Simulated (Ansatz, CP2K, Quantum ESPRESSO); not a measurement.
## FePt: 3 runs at one level of theory

```
Pt Fe
1.0
     2.72350    0.00000    0.00000
     0.00000    2.72350    0.00000
     0.00000    0.00000    3.72000
Pt Fe
1 1
Direct
  0.50000 0.50000 0.50000
  0.00000 0.00000 0.00000
```

Alike in all runs: task single point; functional PBEsol; k mesh 10 × 10 × 7; occupations fermi-dirac, width 0.05 eV; collinear spin, ferromagnetic start; no spin-orbit coupling. Pressure is positive in compression and, in plane waves, holds the error of the finite cutoff.

```csv
program and potentials,plane-wave cutoff (eV),notes,pressure (GPa),net moment per atom (μB)
"Ansatz, all-electron LAPW, scalar-relativistic",-,-,-6.00,1.64
"Quantum ESPRESSO, GBRV 1.5 PBEsol",762,16 valence electrons an atom on average,?,?
"CP2K, GTH_POTENTIALS Pt GTH-PBE-q18; POTENTIAL_UZH Fe GTH-PBE-q16; TZVP-MOLOPT-SR-GTH, TZVP-MOLOPT-PBE-GTH basis",-,atomic basis; potentials made for PBE; 17 valence electrons an atom on average,-4.31,1.69
```

Question: Estimate from the other rows what the run with Quantum ESPRESSO, GBRV 1.5 PBEsol gave.

Answer: Pressure -5.87 GPa; net moment per atom 1.66 μB. The other rows, which needn't bracket it: pressure -6.00 to -4.31; net moment per atom 1.64 to 1.69.
